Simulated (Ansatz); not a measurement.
SCF questions for MgO

MgO is taken as a measured crystal structure (space group Fm-3m), 2 atoms in the cell. Source: COD entry 9000498; the sample's temperature and pressure aren't taken into account, and it need not be the stable phase.

```yaml
crystal:
  lattice:
    - [0.00000, 2.13200, 2.13200]
    - [2.13200, 0.00000, 2.13200]
    - [2.13200, 2.13200, 0.00000]
  atoms:
    - { symbol: Mg, position: [0.00000, 0.00000, 0.00000] }
    - { symbol: O, position: [0.50000, 0.50000, 0.50000] }
```

Site labels below count the atoms in this order, from 1.

Method: DFT, PBE, PAW, plane waves, scalar-relativistic in Ansatz.

```
Plane-wave cutoff : 420 eV
k-point mesh      : 9×9×9 (Γ-centred)
Occupations       : Gaussian smearing, 0.02 eV
Valence electrons : 16
Spin              : off
```

The starting density is a sum of atomic densities corrected by a trained network, so it is already close to self-consistency.

Gaps of semilocal functionals run low against measured ones.

Default run: converged in 6 iterations, with a gap of 4.39 eV on the k-mesh. The search for lower states is off, and runs that name a mixer don't switch to direct minimisation.

Q: What happens with Anderson, β 0.8, backtracking line search (limit 70 iterations)?

A: Converged in 4 iterations: the same free energy.

Q: Change to linear mixing, β 0.2, Kerker (limit 70 iterations). Does it converge, and to what?

A: Converged in 15 iterations: the same free energy.

Q: Outcome with Broyden, β 1.0, history 16, no preconditioner (limit 70 iterations)?

A: Converged in 5 iterations: the same free energy.

Q: Rank these settings by the iterations they needed, fewest first.
A. Broyden, β 1.0, history 16, no preconditioner
B. default SCF settings
C. linear mixing, β 0.2, Kerker
D. Anderson, β 0.8, backtracking line search
E. linear mixing, β 0.05, no preconditioner

A: D (4), A (5), B (6), C (15), E (40).
